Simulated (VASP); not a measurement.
Here is a VASP 6.6.1 calculation.

The input INCAR:

```
SYSTEM = BN
PREC     = Accurate       ! precision mode
ENCUT    = 520            ! plane-wave cutoff, eV
EDIFF    = 1E-7           ! SCF threshold, eV
ISMEAR   = 0              ! smearing method
SIGMA    = 0.02           ! smearing width, eV
LREAL    = .FALSE.        ! projectors in reciprocal space
LASPH    = .TRUE.         ! aspherical terms in the spheres
NELM     = 80             ! most SCF steps
ALGO     = Normal         ! electronic algorithm
ISIF     = 2              ! what is computed and relaxed
LWAVE    = .FALSE.        ! write WAVECAR
LCHARG   = .FALSE.        ! write CHGCAR
METAGGA  = R2SCAN         ! meta-GGA
LMIXTAU  = .TRUE.
```

Contents of KPOINTS:

```
Automatic mesh
0
G
  12 12 6
  0 0 0
```

Contents of POSCAR:

```
BN
1.0
    2.5416900000      0.0000000000      0.0000000000
   -1.2708500000      2.2011700000      0.0000000000
    0.0000000000      0.0000000000      4.2041500000
B N
2 2
Direct
    0.6666700000      0.3333300000      0.9997200000
    0.3333300000      0.6666700000      0.4997200000
    0.6666700000      0.3333300000      0.6252800000
    0.3333300000      0.6666700000      0.1252800000
```

The input KPOINTS_OPT:

```
path GMKGALHA,LM,KH
20
line-mode
reciprocal
 0.0000000000  0.0000000000  0.0000000000  G
 0.5000000000  0.0000000000  0.0000000000  M

 0.5000000000  0.0000000000  0.0000000000  M
 0.3333333333  0.3333333333  0.0000000000  K

 0.3333333333  0.3333333333  0.0000000000  K
 0.0000000000  0.0000000000  0.0000000000  G

 0.0000000000  0.0000000000  0.0000000000  G
 0.0000000000  0.0000000000  0.5000000000  A

 0.0000000000  0.0000000000  0.5000000000  A
 0.5000000000  0.0000000000  0.5000000000  L

 0.5000000000  0.0000000000  0.5000000000  L
 0.3333333333  0.3333333333  0.5000000000  H

 0.3333333333  0.3333333333  0.5000000000  H
 0.0000000000  0.0000000000  0.5000000000  A

 0.5000000000  0.0000000000  0.5000000000  L
 0.5000000000  0.0000000000  0.0000000000  M

 0.3333333333  0.3333333333  0.0000000000  K
 0.3333333333  0.3333333333  0.5000000000  H
```

Potentials or basis: VASP PAW PBE potentials, release 64 (B, N).

The run is started by

```bash
$ cat potpaw_PBE.64/B/POTCAR potpaw_PBE.64/N/POTCAR > POTCAR
$ mpirun -np 1 vasp_std > vasp.out
```

(1) Predict the band gap along the path.

(2) Predict the largest force.

## Answers

(1) 5.70 eV, indirect (least direct gap 8.98 eV).

(2) 0.011 eV/Å.

Caveat: the PAW data sets were made with another functional, which shifts forces and pressure a little.
